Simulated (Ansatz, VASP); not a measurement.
**One calculation of H, two programs**

```
CELL_PARAMETERS angstrom
1.58943 -2.72292 0.00000
1.58943 2.72292 0.00000
0.00000 0.00000 6.26010
ATOMIC_POSITIONS crystal
H 0.58604 0.41396 0.99811
H 0.41396 0.58604 0.00189
H 0.41396 0.58604 0.49811
H 0.58604 0.41396 0.50189
```

Alike in both runs: task single point; functional PBE; k mesh 8 × 8 × 4; occupations gaussian, width 0.02 eV; no spin polarisation.

|  | VASP | Ansatz |
| --- | --- | --- |
| version | VASP 6.6.1 | Ansatz 0.2.0 |
| potentials or method | VASP PAW PBE potentials, release 64 (H) | scalar-relativistic, plane waves, PAW |
| plane-wave cutoff (eV) | 520 | 420 |
| valence electrons in the cell | 4 | 4 |

VASP gave:

```
gap on the k mesh at the Fermi level (eV)       : 5.73
least direct gap on the mesh (eV)               : 5.74
pressure (GPa)                                  : -6.6
largest component of the traceless stress (GPa) : 13.89
rms of the force components (eV/Å)              : 2.143
```

Problem. Estimate Ansatz's values.

Solution. gap on the k mesh at the Fermi level (eV): 5.73; least direct gap on the mesh (eV): 5.74; pressure (GPa): -6.5; largest component of the traceless stress (GPa): 13.91; rms of the force components (eV/Å): 2.143.

Atom by atom the forces differ by 0.001 eV/Å (rms over components). With one functional, cell and mesh, what is left measures potentials, basis and numerics.

Caveats: forces of over 1 eV/Å show positions far from the minimum, so gaps and moduli don't describe the material at rest. A k mesh can miss the band edges.
